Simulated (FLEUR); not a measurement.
# Au (Fm-3m) in FLEUR: a series of runs, part 2 of 2

FLEUR MaX-R8.1 (later development tree). The steps go on from the part before.

## (5) Equation of state, LDA (von Barth-Hedin), 16.85 Å³/atom

Contents of inp.xml:

```xml
<?xml version="1.0" encoding="UTF-8" standalone="no"?>
<fleurInput fleurInputVersion="0.39">
   <comment>
      Au                                                                                                  
   </comment>
   <calculationSetup>
      <cutoffs Kmax="3.8" Gmax="11.8" GmaxXC="11.8" numbands="0"/>
      <scfLoop itmax="60" minDistance="0.00001" maxIterBroyd="15" imix="Anderson" alpha="0.05" precondParam="0.0" spinf="2.0" sdNocoIR="T"/>
      <coreElectrons ctail="T" frcor="F" kcrel="0" coretail_lmax="0"/>
      <xcFunctional name="bh" relativisticCorrections="F"/>
      <magnetism jspins="1"/>
      <soc l_soc="F" theta="0.0" phi="0.0" spav="F"/>
      <expertModes spex="0" secvar="F"/>
      <geometryOptimization l_f="F" forcealpha="1.0" forcemix="BFGS" epsdisp="0.00001" epsforce="0.00001"/>
      <ldaU l_linMix="F" mixParam="0.05" spinf="1.0"/>
   </calculationSetup>
   <cell>
      <bzIntegration valenceElectrons="19.0" mode="hist" fermiSmearingEnergy="0.00183747">
         <kPointListSelection listName="default-1"/>
         <!-- k-points included here -->
         <xi:include xmlns:xi="http://www.w3.org/2001/XInclude" href="kpts.xml"> </xi:include>
      </bzIntegration>
      <!-- symmetry operations included here -->
      <xi:include xmlns:xi="http://www.w3.org/2001/XInclude" href="sym.xml"> </xi:include>
      <bulkLattice scale="1.0000000000">
         <bravaisMatrix>
            <row-1>    0.0000000000000000     3.8455926635609998     3.8455926635609998</row-1>
            <row-2>    3.8455926635609998     0.0000000000000000     3.8455926635609998</row-2>
            <row-3>    3.8455926635609998     3.8455926635609998     0.0000000000000000</row-3>
         </bravaisMatrix>
      </bulkLattice>
   </cell>
   <atomSpecies>
      <species name="Gold (Au)" element="Au" atomicNumber="79">
         <mtSphere radius="2.47" gridPoints="833" logIncrement="0.016"/>
         <atomicCutoffs lmax="10" lnonsphr="8"/>
         <electronConfig flipSpins="F">
            <coreConfig>(1s1/2) (2s1/2) (2p1/2) (2p3/2) (3s1/2) (3p1/2) (3p3/2) (4s1/2) (3d3/2) (3d5/2) (4p1/2) (4p3/2) (4d3/2) (4d5/2) (4f5/2) (4f7/2)</coreConfig>
            <valenceConfig>(5s1/2) (5p1/2) (5p3/2) (6s1/2) (5d3/2) (5d5/2)</valenceConfig>
            <stateOccupation state="(6s1/2)" spinUp="0.500000" spinDown="0.500000"/>
         </electronConfig>
         <energyParameters s="6" p="6" d="5" f="5"/>
         <lo type="SCLO" l="0" n="5" eDeriv="0"/>
         <lo type="SCLO" l="1" n="5" eDeriv="0"/>
         <lo type="SCLO" l="1" n="5" eDeriv="1"/>
         <lo type="SCLO" l="2" n="5" eDeriv="2"/>
         <lo type="SCLO" l="3" n="5" eDeriv="2"/>
      </species>
   </atomSpecies>
   <atomGroups>
      <atomGroup species="Gold (Au)">
         <relPos label="                   1">.0000000000 .0000000000 .0000000000</relPos>
         <force calculate="T" relaxXYZ="TTT"/>
      </atomGroup>
   </atomGroups>
   <output dos="F" band="F" slice="F">
      <checks vchk="F" cdinf="F"/>
      <bandDOS minEnergy="-.5*Htr" maxEnergy="0.5*Htr" sigma="0.015" storeEVData="T"/>
      <vacuumDOS vacdos="F" integ="F" star="F" nstars="0" locx1="0.0" locy1="0.0" locx2="0.0" locy2="0.0" nstm="0" tworkf="0.0"/>
      <unfoldingBand unfoldBand="F" supercellX="1" supercellY="1" supercellZ="1"/>
      <plotting iplot="0" polar="F">
         <plot TwoD="T" vec1="  1.0  0.0  0.0" vec2="  0.0  1.0  0.0" vec3="  0.0  0.0  1.0" zero="  0.0  0.0  0.0" file="plot"/>
      </plotting>
      <chargeDensitySlicing numkpt="0" minEigenval="0.0" maxEigenval="0.0" nnne="0" pallst="F"/>
      <specialOutput eonly="F"/>
      <moessbauerParams electricFieldGradient="T" isomerShift="T" coreHyperfine="T" valenceHyperfine="T"/>
      <magneticCircularDichroism mcd="F" energyLo="-10.0" energyUp="0.0"/>
   </output>
  <!-- We include the file relax.xml here to enable relaxations (see documentation) -->
  <xi:include xmlns:xi="http://www.w3.org/2001/XInclude" href="relax.xml"> <xi:fallback/> </xi:include>
</fleurInput>
```

Started as:

```
> inpgen -f crystal.txt -profile fastHighL
> # inp.xml edited to the form shown
> fleur_MPI
```

Run time: 6.9 s. Hardware: 1 thread of Arm Neoverse V1, shared host; peak memory 0.09 GiB.

Results (log left out):

```
Free energy                                           : -518068.0847 eV
Band gap on the k mesh                                : none (metal or under the smearing width)
Valence electrons inside the program's atomic spheres : Au 17.36 (radii Au 2.47 bohr)
```

## (6) Equation of state, LDA (von Barth-Hedin), 17.53 Å³/atom (volume scaled by 1.04)

Changes to inp.xml since step 5:

```diff
@@ -24,3 +24,3 @@
       <xi:include xmlns:xi="http://www.w3.org/2001/XInclude" href="sym.xml"> </xi:include>
-      <bulkLattice scale="1.0000000000">
+      <bulkLattice scale="1.0131594038">
          <bravaisMatrix>
```

Potentials or basis: all-electron, FLAPW.

Started as:

```
> inpgen -f crystal.txt -profile fastHighL
> # inp.xml edited to the form shown
> fleur_MPI
```

Run time: 7.1 s. Hardware: 1 thread of Arm Neoverse V1, shared host; peak memory 0.09 GiB.

It converged, with:

* Free energy: -518068.0539 eV
* Band gap on the k mesh: none (metal or under the smearing width)
* Valence electrons inside the program's atomic spheres: Au 17.31 (radii Au 2.47 bohr)

## (7) Equation of state, LDA (von Barth-Hedin), 17.87 Å³/atom (volume scaled by 1.06)

Changes to inp.xml since step 6:

```diff
@@ -24,3 +24,3 @@
       <xi:include xmlns:xi="http://www.w3.org/2001/XInclude" href="sym.xml"> </xi:include>
-      <bulkLattice scale="1.0131594038">
+      <bulkLattice scale="1.0196128224">
          <bravaisMatrix>
```

Started as:

```
> inpgen -f crystal.txt -profile fastHighL
> # inp.xml edited to the form shown
> fleur_MPI
```

It took 7.3 s on 1 thread of Arm Neoverse V1, shared host; peak memory 0.09 GiB.

Results (log left out):

```
Free energy                                           : -518068.0299 eV
Band gap on the k mesh                                : none (metal or under the smearing width)
Valence electrons inside the program's atomic spheres : Au 17.29 (radii Au 2.47 bohr)
```

## (8) Equation of state, LDA (von Barth-Hedin)

No new run: the results of the series are fitted here.

What came out:

* Equilibrium volume: 16.49 Å³/atom
* Bulk modulus: 201 GPa
* Pressure derivative of the bulk modulus: 6.1 (rough: it moves with the points fitted)

Energy against volume, from the lowest point:
```
volume (Å³/atom)  energy (meV/atom)
          15.843              13.70
          16.181               0.00
          16.855               0.91
          17.529              31.65
          17.866              55.69
```

The run has no spin-orbit coupling, so splittings on Au are missing.

## (9) How close it comes

Step 8. A measured bulk modulus of Au is 167 GPa (quoted in “Exploring toroidal anvil profiles for larger sample volumes above 4 Mbar”, 2024, pmc:11102561); the calculated 201 GPa misses it by +20.5 %. The fit is for a static lattice scaled at fixed shape and fixed fractional positions.
